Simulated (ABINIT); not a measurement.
Set up this calculation in ABINIT 10.8.3 (patched build), as the native input.

* Task: equation of state
* Functional: LDA-Teter
* Potentials or basis: JTH PAW LDA v2.0 sp
* Cutoff: 544 eV
* k mesh: 8 × 8 × 8
* Occupations: fermi-dirac, width 0.05 eV
* Spin: no spin polarisation
* Fine-grid cutoff: 1088.46 eV

The system is PbS (Galena).

```xyz
2
Lattice="0.0000 2.9657 2.9657 2.9657 0.0000 2.9657 2.9657 2.9657 0.0000" Properties=species:S:1:pos:R:3 pbc="T T T"
Pb    0.0000    0.0000    0.0000
S     2.9657    2.9657    2.9657
```

One way to write it, as run:

run.abi

```
# Datasets: one volume each
ndtset 7
getwfk -1
scalecart1 3*0.9795861087
scalecart2 3*0.9864848297
scalecart3 3*0.9932883884
scalecart4 3*1.0000000000
scalecart5 3*1.0066227096
scalecart6 3*1.0131594038
scalecart7 3*1.0196128224

# Pseudopotentials
pp_dirpath "./"
pseudos "Pb.LDA_PW-JTH_sp.xml, S.LDA_PW-JTH.xml"

# Structure
acell 7.9258966301 7.9258966301 7.9258966301
rprim
     0.0000000000     0.7071067812     0.7071067812
     0.7071067812     0.0000000000     0.7071067812
     0.7071067812     0.7071067812     0.0000000000
ntypat 2
znucl 82 16
natom 2
typat 1 2
xred
     0.0000000000     0.0000000000     0.0000000000
     0.5000000000     0.5000000000     0.5000000000

# Plane-wave basis
ecut 20.0
pawecutdg 40.0

# k points
kptopt 1
ngkpt 8 8 8
nshiftk 1
shiftk 0.0 0.0 0.0

# Exchange and correlation
ixc 1

# Bands and occupations
nband 9
occopt 3
tsmear 0.00183747

# SCF cycle
nstep 100
tolvrs 1.0e-9

# Output
iomode 3
prtwf 1
prtden 0
prteig 0
prtebands 0
enunit 2
```

Potentials or basis: JTH PAW LDA v2.0 sp.

Launch:

```sh
$ abinit run.abi > log 2>&1
```

Results of the run:

The equilibrium volume is 25.07 Å³/atom. The bulk modulus is 66 GPa and the pressure derivative of the bulk modulus is 4.3.

Caveat: pressures at fixed basis lie under the slope of the energies; this set keeps more shells in the core, which shifts pressures and gaps.

Run time: 75 s on 1 thread of Arm Neoverse V1, on a shared host, peak memory 0.14 GiB.
